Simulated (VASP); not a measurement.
# HfC (Fm-3m) in VASP: a series of runs

One crystal, HfC, is run at these levels: PBE, PBEsol; tasks: equation of state.

Program: VASP 6.6.1. These are calculated values, not measurements. Logs are shortened: lines on timing, memory, paths and dates and some standing lists are left out, and cuts for length are marked.

**1. The structure**

Symmetry: Fm-3m, No. 225, cubic system. The conventional cell has a = 4.650 Å, b = 4.650 Å, c = 4.650 Å, α = 90.00°, β = 90.00°, γ = 90.00°. Hf (site symmetry m-3m) has 6 C at 2.33 Å as nearest neighbours. C (site symmetry m-3m) has 6 Hf at 2.33 Å as nearest neighbours.

**2. Equation of state, PBE, 11.81 Å³/atom (volume scaled by 0.94)**

File INCAR:

```
SYSTEM = HfC
  PREC = Accurate
  ENCUT = 520
  EDIFF = 1E-7
  ISMEAR = -1
  SIGMA = 0.05
  LREAL = .False.
  LASPH = .True.
  NELM = 80
  ALGO = Normal
  ISIF = 2
  LWAVE = .False.
  LCHARG = .False.
  GGA = PE
  NBANDS = 14
```

File KPOINTS:

```
regular mesh
0
Gamma
  10 10 10
  0 0 0
```

File POSCAR:

```
HfC
1.0
    0.0000000000      2.2775377028      2.2775377028
    2.2775377028      0.0000000000      2.2775377028
    2.2775377028      2.2775377028      0.0000000000
Hf C
1 1
Direct
    0.5000000000      0.5000000000      0.5000000000
    0.0000000000      0.0000000000      0.0000000000
```

Potentials or basis: VASP PAW PBE potentials, release 64 (Hf_pv, C).

Started as:

```sh
$ cat potpaw_PBE.64/Hf_pv/POTCAR potpaw_PBE.64/C/POTCAR > POTCAR
$ mpirun -np 1 vasp_std > vasp.out
```

OUTCAR:

```text
SYSTEM = HfC
   PREC = Accurate
   ENCUT = 520
   EDIFF = 1E-7
   ISMEAR = -1
   LREAL = .False.
   LASPH = .True.
   NELM = 80
   ISIF = 2
   GGA = PE

 ion  position               nearest neighbor table
   1  0.500  0.500  0.500-   2 2.28   2 2.28   2 2.28   2 2.28   2 2.28   2 2.28
   2  0.000  0.000  0.000-   1 2.28   1 2.28   1 2.28   1 2.28   1 2.28   1 2.28

  LATTYP: Found a face centered cubic cell.
 ALAT       =     4.5550754056

  Lattice vectors:

 A1 = (   0.0000000000,   2.2775377028,   2.2775377028)
 A2 = (   2.2775377028,   0.0000000000,   2.2775377028)
 A3 = (   2.2775377028,   2.2775377028,   0.0000000000)

Analysis of symmetry for initial positions (statically):
=====================================================================
 Subroutine PRICEL returns:
 Original cell was already a primitive cell.

 Routine SETGRP: Setting up the symmetry group for a
 face centered cubic supercell.

 Subroutine GETGRP returns: Found 48 space group operations
 (whereof 48 operations were pure point group operations)
 out of a pool of 48 trial point group operations.

The static configuration has the point symmetry O_h .

Analysis of symmetry for dynamics (positions and initial velocities):
=====================================================================
 Subroutine PRICEL returns:
 Original cell was already a primitive cell.

 Routine SETGRP: Setting up the symmetry group for a
 face centered cubic supercell.

 Subroutine GETGRP returns: Found 48 space group operations
 (whereof 48 operations were pure point group operations)
 out of a pool of 48 trial point group operations.

The dynamic configuration has the point symmetry O_h .

 Subroutine INISYM returns: Found 48 space group operations
 (whereof 48 operations are pure point group operations),
 and found     1 'primitive' translations

----------------------------------------------------------------------------------------

                                     Primitive cell

  volume of cell :      23.6280

  direct lattice vectors                    reciprocal lattice vectors
     0.000000000  2.277537703  2.277537703    -0.219535334  0.219535334  0.219535334
     2.277537703  0.000000000  2.277537703     0.219535334 -0.219535334  0.219535334
     2.277537703  2.277537703  0.000000000     0.219535334  0.219535334 -0.219535334

  length of vectors
     3.220924708  3.220924708  3.220924708     0.380246352  0.380246352  0.380246352

  position of ions in fractional coordinates (direct lattice)
     0.500000000  0.500000000  0.500000000
     0.000000000  0.000000000  0.000000000

  ion indices of the primitive-cell ions
   primitive index   ion index
                 1           1
                 2           2

----------------------------------------------------------------------------------------

 KPOINTS: regular mesh

Automatic generation of k-mesh.
 Grid dimensions read from file:
 generate k-points for:   10   10   10

 Generating k-lattice:

  Cartesian coordinates                     Fractional coordinates (reciprocal lattice)
    -0.021953533  0.021953533  0.021953533     0.100000000  0.000000000  0.000000000
     0.021953533 -0.021953533  0.021953533     0.000000000  0.100000000  0.000000000
     0.021953533  0.021953533 -0.021953533     0.000000000  0.000000000  0.100000000

  Length of vectors
     0.038024635  0.038024635  0.038024635

  Shift w.r.t. Gamma in fractional coordinates (k-lattice)
     0.000000000  0.000000000  0.000000000

 Subroutine IBZKPT returns following result:
 ===========================================

 Found     47 irreducible k-points:

 Following reciprocal coordinates:
            Coordinates               Weight
  0.000000  0.000000  0.000000      1.000000
  0.100000  0.000000  0.000000      8.000000
  0.200000  0.000000  0.000000      8.000000
  0.300000  0.000000  0.000000      8.000000
  0.400000  0.000000  0.000000      8.000000
  0.500000  0.000000  0.000000      4.000000
[... 39 lines left out ...]
 -0.300000  0.400000  0.200000     24.000000
 -0.300000  0.500000  0.200000     12.000000
   k-points           NKPTS =     47   k-points in BZ     NKDIM =     47   number of bands    NBANDS=     14
   number of dos      NEDOS =    301   number of ions     NIONS =      2
   total plane-waves  NPLWV =  13824
   dimension x,y,z NGX =    24 NGY =   24 NGZ =   24
   dimension x,y,z NGXF=    48 NGYF=   48 NGZF=   48
   ions per type =               1   1
   NGX,Y,Z   is equivalent  to a cutoff of  12.39, 12.39, 12.39 a.u.
   NGXF,Y,Z  is equivalent  to a cutoff of  24.77, 24.77, 24.77 a.u.
 SYSTEM =  HfC
   PREC   = accura    normal or accurate (medium, high low for compatibility)
   ISTART =      0    job   : 0-new  1-cont  2-samecut
   ICHARG =      2    charge: 1-file 2-atom 10-const
   ISPIN  =      1    spin polarized calculation?
   LNONCOLLINEAR =      F non collinear calculations
   LSORBIT =      F    spin-orbit coupling
   LASPH  =      T    aspherical Exc in radial PAW
   ENCUT  =  520.0 eV  38.22 Ry    6.18 a.u.   5.99  5.99  5.99*2*pi/ulx,y,z
   NELM   =     80;   NELMIN=  2; NELMDL= -5     # of ELM steps
   EDIFF  = 0.1E-06   stopping-criterion for ELM
   LREAL  =      F    real-space projection
   EDIFFG = 0.1E-05   stopping-criterion for IOM
   NSW    =      0    number of steps for IOM
   IBRION =     -1    ionic relax: 0-MD 1-quasi-New 2-CG
   NFREE  =      0    steps in history (QN), initial steepest desc. (CG)
   ISIF   =      2    stress and relaxation
   ISYM   =      2    0-nonsym 1-usesym 2-fastsym
   POTIM  = 0.5000    time-step for ionic-motion
   TEBEG  =    0.0;   TEEND  =   0.0 temperature during run
   PSTRESS=    0.0 pullay stress
   NELECT =      14.0000    total number of electrons
   NUPDOWN=      -1.0000    fix difference up-down
   EMIN   =  10.00;   EMAX   =-10.00  energy-range for DOS
   EFERMI =   0.00;   METHOD = LEGACY
   ISMEAR =    -1;   SIGMA  =   0.05  broadening in eV -4-tet -1-fermi 0-gaus
   EFERMI_NEDOS =   21; number of points for ismear=-14 and -15
   IALGO  =     38    algorithm
   IMIX   =      4    mixing-type and parameters
     AMIX     =   0.40;   BMIX     =  1.00
     AMIX_MAG =   1.60;   BMIX_MAG =  1.00
  volume/ion in A,a.u.               =      11.81        79.72
  Fermi-wavevector in a.u.,A,eV,Ry     =   1.375019  2.598409 25.724214  1.890676
  Thomas-Fermi vector in A             =   2.500393
   LORBIT       =      0    0 simple, 1 ext, 2 COOP (PROOUT), +10 PAW based schemes
   GGA     = PE    functional components
   LHFCALC =     F    Hartree Fock is set to
   AEXX    =    0.0000 exact exchange contribution
   IVDW    =     0    specifies the selected vdW correction
   LEPSILON=     F    determine dielectric tensor
   LRPA    =     F    only Hartree local field effects (RPA)
 non-spin polarized calculation
  energy-cutoff  :      520.00
  volume of cell :       23.63
 maximum number of plane-waves:       648
   NGX = 11   NGY = 11   NGZ = 11

 number of electron      14.0000000 magnetization

 Free energy of the ion-electron system (eV)
  ---------------------------------------------------
  ext. energy  EPLUGINS =         0.00000000
  ---------------------------------------------------
  free energy    TOTEN  =       -20.97323931 eV

  energy without entropy =      -20.97071548  energy(sigma->0) =      -20.97197740

 E-fermi :   6.4516     XC(G=0): -12.5943

 val. band max:        6.4192752504   @ k =   0.1000   0.0000   0.0000
 cond. band min:       6.5750244294   @ k =   0.1000   0.1000   0.0000
 fundamental gap:      0.1557491791
 Fermi energy:         6.4516076414

 k-point     1 :       0.0000    0.0000    0.0000
  band No.  band energies     occupation
      1     -22.8291      2.00000
      2     -22.8291      2.00000
      3     -22.8291      2.00000
      4      -6.1843      2.00000
      5       7.4710      0.00000
      6       7.4710      0.00000
      7       7.4710      0.00000
      8       7.8459      0.00000
      9       7.8459      0.00000
     10       7.8459      0.00000
     11      10.0243      0.00000
     12      10.0243      0.00000
     13      14.0170      0.00000
     14      17.6208      0.00000

 k-point     2 :       0.1000    0.0000    0.0000
  band No.  band energies     occupation
      1     -22.9172      2.00000
      2     -22.8373      2.00000
      3     -22.8373      2.00000
      4      -5.9088      2.00000
      5       6.0393      1.99948
      6       6.4193      1.31251
      7       6.4193      1.31251
      8       8.2845      0.00000
      9       8.2845      0.00000
     10       8.6806      0.00000
     11      11.1984      0.00000
     12      11.1984      0.00000
     13      14.5505      0.00000
     14      18.3741      0.00000

 k-point     3 :       0.2000    0.0000    0.0000
  band No.  band energies     occupation
      1     -23.1403      2.00000
      2     -22.8583      2.00000
      3     -22.8583      2.00000
      4      -5.1432      2.00000
      5       4.2043      2.00000
      6       5.1039      2.00000
      7       5.1039      2.00000
      8       9.0840      0.00000
      9       9.0840      0.00000
     10       9.2683      0.00000
     11      13.3284      0.00000
     12      13.3284      0.00000
     13      15.6761      0.00000
     14      20.1789      0.00000
[... 596 lines left out ...]
 k-point    39 :      -0.3000    0.3000    0.1000
  band No.  band energies     occupation
      1     -23.4791      2.00000
      2     -23.2262      2.00000
      3     -22.9921      2.00000
      4      -2.9870      2.00000
      5       1.6245      2.00000
      6       3.6764      2.00000
      7       3.8792      2.00000
      8      10.4153      0.00000
      9      10.8849      0.00000
     10      12.7466      0.00000
     11      14.7571      0.00000
     12      17.1819      0.00000
     13      18.8436      0.00000
     14      20.4720      0.00000

 k-point    40 :      -0.2000    0.3000    0.1000
  band No.  band energies     occupation
      1     -23.4409      2.00000
      2     -23.1605      2.00000
      3     -22.9462      2.00000
      4      -3.2465      2.00000
      5       1.6933      2.00000
      6       3.8534      2.00000
      7       3.9076      2.00000
      8       9.4406      0.00000
      9      12.2384      0.00000
     10      12.2867      0.00000
     11      13.5217      0.00000
     12      16.6949      0.00000
     13      18.8949      0.00000
     14      20.4745      0.00000

 [... further k-points ...]

------------------------ aborting loop because EDIFF is reached ----------------------------------------

  FORCE on cell =-STRESS in cart. coord.  units (eV):
  Direction    XX          YY          ZZ          XY          YZ          ZX
  --------------------------------------------------------------------------------------
  -------------------------------------------------------------------------------------
  Total        2.3957870      2.3957870      2.3957870      0.0000000      0.0000000      0.0000000
  in kB      162.4546202    162.4546202    162.4546202      0.0000000      0.0000000      0.0000000
  external PRESSURE =     162.4546202 kB  Pullay stress =       0.0000000 kB

 VOLUME and BASIS-vectors are now :
 -----------------------------------------------------------------------------
  energy-cutoff  :      520.00
  volume of cell :       23.63
      direct lattice vectors                 reciprocal lattice vectors
     0.000000000  2.277537703  2.277537703    -0.219535334  0.219535334  0.219535334
     2.277537703  0.000000000  2.277537703     0.219535334 -0.219535334  0.219535334
     2.277537703  2.277537703  0.000000000     0.219535334  0.219535334 -0.219535334

 POSITION                                       TOTAL-FORCE (eV/Angst)
 -----------------------------------------------------------------------------------
      2.27754      2.27754      2.27754         0.000000     -0.000000      0.000000
      0.00000      0.00000      0.00000        -0.000000      0.000000     -0.000000
 -----------------------------------------------------------------------------------
    total drift:                                0.000000     -0.000000      0.000000

  FREE ENERGIE OF THE ION-ELECTRON SYSTEM (eV)
  ---------------------------------------------------
  free  energy   TOTEN  =       -20.9732393116 eV

  energy  without entropy=      -20.9707154794  energy(sigma->0) =      -20.97197740
```

Run time: 14 s. Hardware: 1 thread of Intel Xeon Platinum 8559C (Emerald Rapids), shared host; peak memory 0.14 GiB.

What came out:

- Free energy: -20.9732 eV
- Pressure: 16.2 GPa
- Band gap on the k mesh: none (metal or under the smearing width)

(Continued in part 2 of 2.)
